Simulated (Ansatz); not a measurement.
**AlRu: a trigonal deformation path**

One table from this session's results is given with a row withheld; the runs are named, their logs left out.

Method: DFT PBE, scalar-relativistic, plane waves, PAW, in Ansatz 0.2.0.

## The system as given

Symmetry: Pm-3m, No. 221, cubic system. The conventional cell has a = 2.992 Å, b = 2.992 Å, c = 2.992 Å, α = 90.00°, β = 90.00°, γ = 90.00°. Al (site symmetry m-3m) is surrounded by 8 Ru at 2.59 Å. Around Ru (site symmetry m-3m) lie 8 Al at 2.59 Å.

As a file:

```
Al Ru
1.0
     2.99160    0.00000    0.00000
     0.00000    2.99160    0.00000
     0.00000    0.00000    2.99160
Al Ru
1 1
Cartesian
  0.0000 0.0000 0.0000
  1.4958 1.4958 1.4958
```

No relaxation comes first: the listed cell is the starting point.

## Zero of energy

Reference values: F = -6417.4754 eV; pressure 2.58 GPa; largest force 0.000 eV/Å; gap on the mesh none (metal). It was computed beforehand with the settings of the runs below.

The first run:

At fixed volume and fractional coordinates, lengths along (0.577, 0.577, 0.577) are scaled against those across it; ρ is that ratio over its starting value.

File input.yaml:

```yaml
crystal:
  lattice:
    - [3.1409831774, -0.6281966355, -0.6281966355]
    - [-0.6281966355, 3.1409831774, -0.6281966355]
    - [-0.6281966355, -0.6281966355, 3.1409831774]
  atoms:
    - { symbol: Al, position: [0.0, 0.0, 0.0] }
    - { symbol: Ru, position: [0.5, 0.5, 0.5] }
basis:
  ecutwfc: 420
kpoints:
  mp_grid: { grid: [18, 18, 18] }
hamiltonian:
  xc: pbe
scf:
  occupations: { method: gaussian, width: 0.15 }
output:
  forces: true
  stress: true
  eigenvalues: true
```

Launch:

```console
$ ansatz run input.yaml --threads 1 --pin off --max-ram 2560MiB --backend cpu --events-out ev --progress --plain --runs-dir out
```

Steps of the session up to this table: At ρ = 0.500; At ρ = 2.000; ρ = 0.710; ρ = 1.410; Point ρ = 0.600; At ρ = 0.850; Point ρ = 1.200; ρ = 1.700; Point ρ = 0.930; At ρ = 1.080.

One of the session's tables, all rows but one given; the rest of the session is left out.

It belongs to the step «The scan collected». The scan, with free energies counted from the undisturbed cell:

| ρ | ΔE (meV/atom) | pressure (GPa) |
| --- | --- | --- |
| 0.500 | 7960.4 | 176.9 |
| 0.600 | 3418.4 | 80.7 |
| 0.710 | 1288.5 | 33.4 |
| 0.850 | ? | ? |
| 0.930 | 42.4 | 3.7 |
| 1.000 | 0.0 | 2.6 |
| 1.080 | 38.1 | 3.7 |
| 1.200 | 180.5 | 8.0 |
| 1.410 | 469.8 | 16.9 |
| 1.700 | 811.8 | 25.5 |
| 2.000 | 948.1 | 28.1 |

Q: Estimate the row for ρ = 0.850 from the others.

Worked estimate for «ΔE (meV/atom)». A straight line through the neighbours (0.710, 1288.5) and (0.930, 42.4) gives 1288.5 + (42.4 − 1288.5) × (0.850 − 0.710) / (0.930 − 0.710) = 495.5; a parabola fitted to 4 rows on both sides gives 64.3.

As computed: ΔE (meV/atom): 241.5; pressure (GPa): 8.8. In «ΔE (meV/atom)» the line misses by +254.0 and the parabola by -177.2.
